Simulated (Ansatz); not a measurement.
Here is an unrelaxed guess for La.

```cif
data_structure
_symmetry_space_group_name_H-M 'P4/mmm'
_symmetry_Int_Tables_number 123
_cell_length_a 5.3817
_cell_length_b 5.3817
_cell_length_c 2.4742
_cell_angle_alpha 90.000
_cell_angle_beta 90.000
_cell_angle_gamma 90.000
_cell_volume 71.66
loop_
_atom_site_label
_atom_site_type_symbol
_atom_site_symmetry_multiplicity
_atom_site_Wyckoff_symbol
_atom_site_fract_x
_atom_site_fract_y
_atom_site_fract_z
_atom_site_occupancy
La1 La 1 c 0.50000 0.50000 0.00000 1
```

Method: Ansatz 0.2.0, DFT PBE, scalar-relativistic, plane waves, PAW. Settings: cutoff 420 eV, Γ-centred mesh 4×4×8 on the computed 1-atom cell, Gaussian smearing of 0.10 eV; no spin polarisation.

Energies count from the standard state of La at the same level.

Problem. How far from equilibrium is it?

Solution. The pressure is 7.8 GPa (the mean over three directions, positive in compression), the largest force is 0.00 eV/Å (symmetry fixes the atoms), and the energy is +2.72 eV/atom against the standard state. The shortest distance is 2.47 Å.

Problem. How much does it gain on relaxing, and where does it end?

Solution. Relaxing gains about 2.2 eV/atom (the start's value is from the coarse mesh, so the gain is rough) in 24 ionic steps and ends at +0.51 eV/atom on the finer mesh. The symmetry goes from P4/mmm (No. 123) to Pm-3m (No. 221). The end has the simple cubic type. The volume per atom shrinks by 49.0 %, from 71.7 to 36.6 Å³. The shortest distance goes from 2.47 Å (La–La) to 3.32 Å (La–La). Conventional cell: a = 3.319 Å. La has 6 La at 3.32 Å.

The last run used a 16×16×16 mesh for its 1-atom cell and Gaussian smearing of 0.10 eV. The relaxation can't lower the symmetry of the start. A structure relaxed within its symmetry needn't be a true minimum.
